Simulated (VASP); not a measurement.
# Al (Fm-3m) in VASP: notebook, part 3 of 3

VASP 6.6.1. The steps go on from the part before.

### Step 4. Single point, PBE (a relaxed cell with its volume scaled by 1.03)

INCAR

```
ALGO = Normal
EDIFF = 1E-7
ENCUT = 350
GGA = PE
ISIF = 2
ISMEAR = 0
LASPH = True
LCHARG = False
LREAL = False
LWAVE = False
NELM = 80
PREC = Accurate
SIGMA = 0.1
```

KPOINTS

```
k-points
0
Gamma
  18 18 18
```

POSCAR

```
Al                                      
1.0
    0.0000000000      2.0399956985      2.0399956985
    2.0399956985      0.0000000000      2.0399956985
    2.0399956985      2.0399956985      0.0000000000
  Al            
     1
Direct
     0.0000000000000000    0.0000000000000000    0.0000000000000000
```

Potentials or basis: VASP PAW PBE potentials, release 64 (Al).

Command:

```sh
$ cat potpaw_PBE.64/Al/POTCAR > POTCAR
$ mpirun -np 1 vasp_std > vasp.out
```

OUTCAR:

```text
EDIFF = 1E-7
   ENCUT = 350
   GGA = PE
   ISIF = 2
   ISMEAR = 0
   LASPH = True
   LREAL = False
   NELM = 80
   PREC = Accurate

 ion  position               nearest neighbor table
   1  0.000  0.000  0.000-

  LATTYP: Found a face centered cubic cell.
 ALAT       =     4.0799913970

  Lattice vectors:

 A1 = (   0.0000000000,   2.0399956985,   2.0399956985)
 A2 = (   2.0399956985,   0.0000000000,   2.0399956985)
 A3 = (   2.0399956985,   2.0399956985,   0.0000000000)

Analysis of symmetry for initial positions (statically):
=====================================================================
 Subroutine PRICEL returns:
 Original cell was already a primitive cell.

 Routine SETGRP: Setting up the symmetry group for a
 face centered cubic supercell.

 Subroutine GETGRP returns: Found 48 space group operations
 (whereof 48 operations were pure point group operations)
 out of a pool of 48 trial point group operations.

The static configuration has the point symmetry O_h .

Analysis of symmetry for dynamics (positions and initial velocities):
=====================================================================
 Subroutine PRICEL returns:
 Original cell was already a primitive cell.

 Routine SETGRP: Setting up the symmetry group for a
 face centered cubic supercell.

 Subroutine GETGRP returns: Found 48 space group operations
 (whereof 48 operations were pure point group operations)
 out of a pool of 48 trial point group operations.

The dynamic configuration has the point symmetry O_h .

 Subroutine INISYM returns: Found 48 space group operations
 (whereof 48 operations are pure point group operations),
 and found     1 'primitive' translations

----------------------------------------------------------------------------------------

                                     Primitive cell

  volume of cell :      16.9792

  direct lattice vectors                    reciprocal lattice vectors
     0.000000000  2.039995698  2.039995698    -0.245098556  0.245098556  0.245098556
     2.039995698  0.000000000  2.039995698     0.245098556 -0.245098556  0.245098556
     2.039995698  2.039995698  0.000000000     0.245098556  0.245098556 -0.245098556

  length of vectors
     2.884989584  2.884989584  2.884989584     0.424523152  0.424523152  0.424523152

  position of ions in fractional coordinates (direct lattice)
     0.000000000  0.000000000  0.000000000

  ion indices of the primitive-cell ions
   primitive index   ion index
                 1           1

----------------------------------------------------------------------------------------

 KPOINTS: k-points

Automatic generation of k-mesh.
 Grid dimensions read from file:
 generate k-points for:   18   18   18

 Generating k-lattice:

  Cartesian coordinates                     Fractional coordinates (reciprocal lattice)
    -0.013616586  0.013616586  0.013616586     0.055555556  0.000000000  0.000000000
     0.013616586 -0.013616586  0.013616586     0.000000000  0.055555556  0.000000000
     0.013616586  0.013616586 -0.013616586     0.000000000  0.000000000  0.055555556

  Length of vectors
     0.023584620  0.023584620  0.023584620

  Shift w.r.t. Gamma in fractional coordinates (k-lattice)
     0.000000000  0.000000000  0.000000000

 Subroutine IBZKPT returns following result:
 ===========================================

 Found    195 irreducible k-points:

 Following reciprocal coordinates:
            Coordinates               Weight
  0.000000  0.000000  0.000000      1.000000
  0.055556  0.000000  0.000000      8.000000
  0.111111  0.000000  0.000000      8.000000
  0.166667  0.000000  0.000000      8.000000
  0.222222  0.000000  0.000000      8.000000
  0.277778  0.000000  0.000000      8.000000
[... 16 lines left out ...]
 -0.277778  0.055556  0.000000     24.000000
 -0.222222  0.055556  0.000000     24.000000
 [... further k-points ...]
   k-points           NKPTS =    195   k-points in BZ     NKDIM =    195   number of bands    NBANDS=      5
   number of dos      NEDOS =    301   number of ions     NIONS =      1
   total plane-waves  NPLWV =   5832
   dimension x,y,z NGX =    18 NGY =   18 NGZ =   18
   dimension x,y,z NGXF=    36 NGYF=   36 NGZF=   36
   ions per type =               1
   NGX,Y,Z   is equivalent  to a cutoff of  10.37, 10.37, 10.37 a.u.
   NGXF,Y,Z  is equivalent  to a cutoff of  20.74, 20.74, 20.74 a.u.
 SYSTEM =  unknown system
   PREC   = accura    normal or accurate (medium, high low for compatibility)
   ISTART =      0    job   : 0-new  1-cont  2-samecut
   ICHARG =      2    charge: 1-file 2-atom 10-const
   ISPIN  =      1    spin polarized calculation?
   LNONCOLLINEAR =      F non collinear calculations
   LSORBIT =      F    spin-orbit coupling
   LASPH  =      T    aspherical Exc in radial PAW
   ENCUT  =  350.0 eV  25.72 Ry    5.07 a.u.   4.40  4.40  4.40*2*pi/ulx,y,z
   NELM   =     80;   NELMIN=  2; NELMDL= -5     # of ELM steps
   EDIFF  = 0.1E-06   stopping-criterion for ELM
   LREAL  =      F    real-space projection
   EDIFFG = 0.1E-05   stopping-criterion for IOM
   NSW    =      0    number of steps for IOM
   IBRION =     -1    ionic relax: 0-MD 1-quasi-New 2-CG
   NFREE  =      0    steps in history (QN), initial steepest desc. (CG)
   ISIF   =      2    stress and relaxation
   ISYM   =      2    0-nonsym 1-usesym 2-fastsym
   POTIM  = 0.5000    time-step for ionic-motion
   TEBEG  =    0.0;   TEEND  =   0.0 temperature during run
   PSTRESS=    0.0 pullay stress
   NELECT =       3.0000    total number of electrons
   NUPDOWN=      -1.0000    fix difference up-down
   EMIN   =  10.00;   EMAX   =-10.00  energy-range for DOS
   EFERMI =   0.00;   METHOD = LEGACY
   ISMEAR =     0;   SIGMA  =   0.10  broadening in eV -4-tet -1-fermi 0-gaus
   EFERMI_NEDOS =   21; number of points for ismear=-14 and -15
   IALGO  =     38    algorithm
   IMIX   =      4    mixing-type and parameters
     AMIX     =   0.40;   BMIX     =  1.00
     AMIX_MAG =   1.60;   BMIX_MAG =  1.00
  volume/ion in A,a.u.               =      16.98       114.58
  Fermi-wavevector in a.u.,A,eV,Ry     =   0.918634  1.735967 11.481807  0.843889
  Thomas-Fermi vector in A             =   2.043738
   LORBIT       =      0    0 simple, 1 ext, 2 COOP (PROOUT), +10 PAW based schemes
   GGA     = PE    functional components
   LHFCALC =     F    Hartree Fock is set to
   AEXX    =    0.0000 exact exchange contribution
   IVDW    =     0    specifies the selected vdW correction
   LEPSILON=     F    determine dielectric tensor
   LRPA    =     F    only Hartree local field effects (RPA)
 non-spin polarized calculation
 Gauss-broadening in eV      SIGMA  =   0.10
  energy-cutoff  :      350.00
  volume of cell :       16.98
 maximum number of plane-waves:       268
 NGX is ok and might be reduce to    18
   NGX =  9   NGY =  9   NGZ =  9

 number of electron       3.0000000 magnetization

 Free energy of the ion-electron system (eV)
  ---------------------------------------------------
  ext. energy  EPLUGINS =         0.00000000
  ---------------------------------------------------
  free energy    TOTEN  =        -3.74026561 eV

  energy without entropy =       -3.73760321  energy(sigma->0) =       -3.73893441

 E-fermi :   7.6959     XC(G=0): -10.0932

 val. band max:        7.6671612860   @ k =   0.5000   0.4444   0.0556
 cond. band min:       7.6969178073   @ k =  -0.3889   0.3889   0.1667
 fundamental gap:      0.0297565214
 Fermi energy:         7.6958820470

 k-point     1 :       0.0000    0.0000    0.0000
  band No.  band energies     occupation
      1      -3.2327      2.00000
      2      20.1755      0.00000
      3      20.1755      0.00000
      4      20.1755      0.00000
      5      21.4456      0.00000

 k-point     2 :       0.0556    0.0000    0.0000
  band No.  band energies     occupation
      1      -3.1504      2.00000
      2      18.6361      0.00000
      3      19.8323      0.00000
      4      19.8323      0.00000
      5      21.9155      0.00000

 k-point     3 :       0.1111    0.0000    0.0000
  band No.  band energies     occupation
      1      -2.9037      2.00000
      2      16.4421      0.00000
      3      19.3030      0.00000
      4      19.3030      0.00000
      5      22.1614      0.00000
[... 153 lines left out ...]
 k-point    23 :      -0.2778    0.0556    0.0000
  band No.  band energies     occupation
      1      -0.8366      2.00000
      2       9.5075      0.00000
      3      16.6546      0.00000
      4      19.4563      0.00000
      5      20.3908      0.00000

 k-point    24 :      -0.2222    0.0556    0.0000
  band No.  band energies     occupation
      1      -1.6219      2.00000
      2      11.4838      0.00000
      3      16.8144      0.00000
      4      19.6132      0.00000
      5      21.3452      0.00000

 [... further k-points ...]
[... 5 lines left out ...]
  --------------------------------------------------------------------------------------
  -------------------------------------------------------------------------------------
  Total       -0.2259200     -0.2259200     -0.2259200      0.0000000      0.0000000     -0.0000000
  in kB      -21.3180482    -21.3180482    -21.3180482      0.0000000      0.0000000     -0.0000000
  external PRESSURE =     -21.3180482 kB  Pullay stress =       0.0000000 kB

 VOLUME and BASIS-vectors are now :
 -----------------------------------------------------------------------------
  energy-cutoff  :      350.00
  volume of cell :       16.98
      direct lattice vectors                 reciprocal lattice vectors
     0.000000000  2.039995698  2.039995698    -0.245098556  0.245098556  0.245098556
     2.039995698  0.000000000  2.039995698     0.245098556 -0.245098556  0.245098556
     2.039995698  2.039995698  0.000000000     0.245098556  0.245098556 -0.245098556

 POSITION                                       TOTAL-FORCE (eV/Angst)
 -----------------------------------------------------------------------------------
      0.00000      0.00000      0.00000        -0.000000      0.000000     -0.000000
 -----------------------------------------------------------------------------------
    total drift:                               -0.000000      0.000000      0.000000

  FREE ENERGIE OF THE ION-ELECTRON SYSTEM (eV)
  ---------------------------------------------------
  free  energy   TOTEN  =        -3.7402656138 eV

  energy  without entropy=       -3.7376032146  energy(sigma->0) =       -3.73893441
```

stdout:

```text
POSCAR found type information on POSCAR Al
 POSCAR found :  1 types and       1 ions
 scaLAPACK will be used
 LDA part: xc-table for (Slater+PW92), standard interpolation
 POSCAR, INCAR and KPOINTS ok, starting setup
 FFT: planning ... GRIDC
 FFT: planning ... GRID_SOFT
 FFT: planning ... GRID
 WAVECAR not read
 entering main loop
```

Run time: 3.7 s. Hardware: 1 thread of Intel Xeon 6975P-C (Granite Rapids), shared host; peak memory 0.11 GiB.

Results:

```
Free energy            : -3.7403 eV
Pressure               : -2.1 GPa
Band gap on the k mesh : none (metal or under the smearing width)
```

Levels at points of the mesh, in eV from the Fermi level:
```csv
k point,band 1,band 2,band 3,band 4,band 5
"(0.00, 0.00, 0.00)",-10.93,12.48,12.48,12.48,13.75
"(0.50, 0.00, 0.00)",-4.47,-4.33,11.12,11.12,11.35
"(0.50, 0.50, 0.00)",-2.84,-1.59,5.26,5.47,5.47
```

### Step 5. Single point, PBE (a relaxed cell with its volume scaled by 0.94)

INCAR is that of step 4.

KPOINTS is that of step 4.

POSCAR

```
Al                                      
1.0
    0.0000000000      1.9787585054      1.9787585054
    1.9787585054      0.0000000000      1.9787585054
    1.9787585054      1.9787585054      0.0000000000
  Al            
     1
Direct
     0.0000000000000000    0.0000000000000000    0.0000000000000000
```

Command:

```sh
$ cat potpaw_PBE.64/Al/POTCAR > POTCAR
$ mpirun -np 1 vasp_std > vasp.out
```

Run time: 3.7 s. Hardware: 1 thread of Intel Xeon 6975P-C (Granite Rapids), shared host; peak memory 0.11 GiB.

The run converged. Its results:

```yaml
Free_energy: -3.7270 eV
Pressure: 5.5 GPa
Band_gap_on_the_k_mesh: none (metal or under the smearing width)
```

Levels at points of the mesh, in eV from the Fermi level:
| k point | band 1 | band 2 | band 3 | band 4 |
| --- | --- | --- | --- | --- |
| (0.00, 0.00, 0.00) | -11.57 | 12.98 | 12.98 | 12.98 |
| (0.50, 0.00, 0.00) | -4.84 | -4.46 | 11.77 | 11.77 |
| (0.50, 0.50, 0.00) | -3.07 | -1.61 | 5.28 | 5.90 |

### Step 6. The runs side by side

| cell | gap on the mesh (eV) | pressure (GPa) |
| --- | --- | --- |
| as given | none | 0.0 |
| a relaxed cell with its volume scaled by 0.97 | none | 2.5 |
| a relaxed cell with its volume scaled by 1.03 | none | -2.1 |
| a relaxed cell with its volume scaled by 0.94 | none | 5.5 |

Alike in all rows: task single point; level PBE; potentials or basis VASP PAW PBE potentials, release 64 (Al); no spin polarisation; k mesh 18 × 18 × 18; cutoff (eV) 350; smearing gaussian 0.1 eV.

Total energies depend on the potentials used, so only differences within one code and one set of settings carry meaning.
